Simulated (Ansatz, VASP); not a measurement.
# Au: VASP beside Ansatz

The input INCAR:

```
ALGO = Normal
EDIFF = 1E-7
ENCUT = 520
GGA = RP
ISIF = 2
ISMEAR = -1
LASPH = T
LCHARG = F
LREAL = F
LWAVE = F
NBANDS = 18
NELM = 60
PREC = Accurate
SIGMA = 0.1
```

Contents of KPOINTS:

```
k-points
0
Gamma
  10 10 10
```

Contents of POSCAR:

```
Au
1.0
    0.0000000000      3.2531910768      3.2531910768
    3.2531910768      0.0000000000      3.2531910768
    3.2531910768      3.2531910768      0.0000000000
Au
2
Direct
    0.1250000000      0.1250000000      0.1250000000
    0.8750000000      0.8750000000      0.8750000000
```

Input for Ansatz:

```yaml
crystal:
  lattice:
    - [0.0, 3.2531910768, 3.2531910768]
    - [3.2531910768, 0.0, 3.2531910768]
    - [3.2531910768, 3.2531910768, 0.0]
  atoms:
    - { symbol: Au, position: [0.125, 0.125, 0.125] }
    - { symbol: Au, position: [0.875, 0.875, 0.875] }
hamiltonian:
  xc: rpbe
  pseudopotentials:
    kind: paw
    azcp:
      Au: "pseudopotentials/Au.paw.azcp"
basis:
  ecutwfc: 420
  fft_grid_basis: typed
kpoints:
  mp_grid: { grid: [10, 10, 10], shift: [0, 0, 0] }
magnetization:
  spin_polarized: false
scf:
  occupations: { method: fermi_dirac, width: 0.1 }
  lower_state_search: "off"
output:
  stress: true
```

Alike in both runs: task single point; functional RPBE; k mesh 10 × 10 × 10; occupations fermi-dirac, width 0.1 eV; no spin polarisation.

|  | VASP | Ansatz |
| --- | --- | --- |
| version | VASP 6.6.1 | Ansatz 0.2.0 |
| potentials or method | VASP PAW PBE potentials, release 64 (Au) | plane waves (420 eV) with PAW, scalar-relativistic |
| plane-wave cutoff (eV) | 520 | 420 |
| valence electrons in the cell | 22 | 38 |

|  | VASP | Ansatz | Ansatz less VASP |
| --- | --- | --- | --- |
| pressure (GPa) | -3.4 | -3.3 | +0.04 |

The two sets of potentials don't hold the same shells in valence.

Caveats: the PAW data sets were made with another functional, which shifts forces and pressure a little (VASP). The runs have no spin-orbit coupling, so splittings on Au are missing.
